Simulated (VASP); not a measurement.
Consider the following.

```yaml
crystal:
  lattice:
    - [-2.81182, 2.81182, 5.66711]
    - [2.81182, -2.81182, 5.66711]
    - [2.81182, 2.81182, -5.66711]
  atoms:
    - { symbol: In, position: [0.50000, 0.50000, 0.00000] }
    - { symbol: In, position: [0.25000, 0.75000, 0.50000] }
    - { symbol: Cu, position: [0.75000, 0.25000, 0.50000] }
    - { symbol: Cu, position: [0.00000, 0.00000, 0.00000] }
    - { symbol: S, position: [0.87500, 0.90380, 0.52880] }
    - { symbol: S, position: [0.09620, 0.62500, 0.97120] }
    - { symbol: S, position: [0.37500, 0.34620, 0.47120] }
    - { symbol: S, position: [0.65380, 0.12500, 0.02880] }
```

These are PBE GGA, VASP's PBE PAW potentials (set 64) (plane waves; VASP) values and carry that method's errors. Numerical set-up: 300 eV cut-off, 4×4×4 Γ-centred mesh, Gaussian smearing of 0.14 eV, potentials In_d Cu S.

At this cut-off the stress carries a Pulay error, which pulls relaxed volumes low.

**Question.** Give the stress tensor in GPa (positive for a compressed cell).

**Answer.** 
```
-2.40   0.00   0.00
 0.00  -2.40   0.00
 0.00   0.00  -2.40
```
The pressure is its mean diagonal, -2.40 GPa.

The structure comes from a computed database's InCuS2 entry; how it stands against other phases isn't given here. The cell was not relaxed at this level. The k-mesh is coarse (spacing up to 0.40 per Å, 2π included), so the numbers may not be converged in it.
